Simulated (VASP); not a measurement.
Input of a VASP 6.6.1 run:

The input INCAR:

```
SYSTEM = W
ALGO = Normal
EDIFF = 1E-8
ENCUT = 520
GGA = PE
ISIF = 2
ISMEAR = -1
LASPH = .TRUE.
LCHARG = .FALSE.
LEFG = .TRUE.
LREAL = .FALSE.
LWAVE = .FALSE.
NBANDS = 13
NELM = 60
PREC = Accurate
SIGMA = 0.05
```

KPOINTS

```
k-points
0
G
  14 14 14
  0 0 0
```

File POSCAR:

```
W
1.0
    0.0000000000      2.0300000000      2.0300000000
    2.0300000000      0.0000000000      2.0300000000
    2.0300000000      2.0300000000      0.0000000000
W
1
Direct
    0.0000000000      0.0000000000      0.0000000000
```

Potentials or basis: VASP PAW PBE potentials, release 64 (W_sv).

Run with:

```sh
$ cat potpaw_PBE.64/W_sv/POTCAR > POTCAR
$ mpirun -np 1 vasp_std > vasp.out
```

**Question.** Predict the pressure.

**Answer.** -4.2 GPa.

**Question.** What does it give for the band gap on the k mesh?

**Answer.** None (metal or under the smearing width).

Electric field gradients, principal values (V/Å²):
```csv
atom,Vxx,Vyy,Vzz
1 W,0.000,0.000,-0.001
```

The run has no spin-orbit coupling, so splittings on W are missing.
